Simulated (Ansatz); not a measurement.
**NaI: a prediction, then the measurements**

Method: Ansatz, DFT PBE, scalar-relativistic, plane waves, PAW.

Cutoff 420 eV; k points 6×6×6 on the computed 2-atom cell (Γ-centred); Gaussian smearing, width 0.02 eV; no spin polarisation.

Relaxed structure:

```
Na I
1.0
     0.00000    3.26464    3.26464
     3.26464    0.00000    3.26464
     3.26464    3.26464    0.00000
Na I
1 1
Direct
  0.50000 0.50000 0.50000
  0.00000 0.00000 0.00000
```

```json
{
 "Space group": "Fm-3m (No. 225)",
 "Volume per atom": "234.8 bohr³",
 "Formation energy from the elements' standard states (uncorrected)": "-1.280 eV/atom",
 "Kohn–Sham band gap": "3.58 eV, direct at Γ",
 "Orbital (Löwdin) character of the top 1 eV of the valence band": "I 5p 98 %",
 "Orbital (Löwdin) character of the lowest 1 eV of the conduction band": "Na 3s 73 %, I 5s 15 %, I 5p 9 %",
 "Electron masses at the edge by direction of the standard setting (m_e; one valley, along these axes only; no spin-orbit coupling)": "x: 0.27; y: 0.27; z: 0.27",
 "Hole masses at the edge by direction of the standard setting (m_e; one valley, along these axes only; no spin-orbit coupling)": "x: 1.7, 1.7, 0.39; y: 1.7, 1.7, 0.39; z: 1.7, 1.7, 0.39",
 "Bulk modulus": "15 GPa",
 "Its pressure derivative": "4.7",
 "Bader charge by site (e)": "Na (1 in the cell) 0.86, I (1 in the cell) -0.86"
}
```

Spin-orbit coupling is left out, which matters for the bands of heavy elements.

**Against measurements.**

A measured lattice constant a of NaI is 6.46 Å (a printed reference work (textbook)); the calculated 6.529 Å exceeds it by 1.1 %. The calculation is for 0 K without zero-point motion.

The cell was reached from a generator's guess, though it ends in a space group that the Crystallography Open Database lists for this formula. Kohn–Sham gaps at this level usually fall short of measured ones. Löwdin shares on free-atom orbitals overweight diffuse shells in the empty bands.
